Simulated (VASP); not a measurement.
HfO2:

```
Hf O
1.0
     0.00000    2.51608    2.51608
     2.51608    0.00000    2.51608
     2.51608    2.51608    0.00000
Hf O
1 2
Direct
  0.00000 0.00000 0.00000
  0.75000 0.75000 0.75000
  0.25000 0.25000 0.25000
```

Measurements of this composition are mostly on another form, of space group No. 14.

| Item | Value |
| --- | --- |
| Program | VASP 6.6.1 |
| Task | relaxation of cell and atoms |
| Functional | LDA |
| Potentials or basis | VASP PAW LDA potentials, release 64 (Hf_pv, O) |
| Cutoff | 600 eV |
| k mesh | 8 × 8 × 8 |
| Occupations | gaussian, width 0.02 eV |
| Spin | no spin polarisation |

At the start: pressure -8.4 GPa; volume 10.62 Å³/atom.

Where does the relaxation end?

Over 4 steps the energy falls by 8.8 meV/atom and the volume is 10.29 Å³/atom (-3.1 %); space group Fm-3m (No. 225, to 0.05 Å).

Step by step:
```tsv
step	energy change (eV)	largest force (eV/Å)	pressure (GPa)	volume (Å³)
1	0.0000	0.0000	-8.44	31.86
2	0.0485	0.0000	16.42	29.35
3	-0.0265	0.0000	-0.14	30.89
4	-0.0265	0.0000	0.04	30.87
```

Final structure:
```
CELL_PARAMETERS angstrom
0.00000 2.48993 2.48993
2.48993 0.00000 2.48993
2.48993 2.48993 0.00000
ATOMIC_POSITIONS crystal
Hf 0.00000 0.00000 0.00000
O 0.75000 0.75000 0.75000
O 0.25000 0.25000 0.25000
```
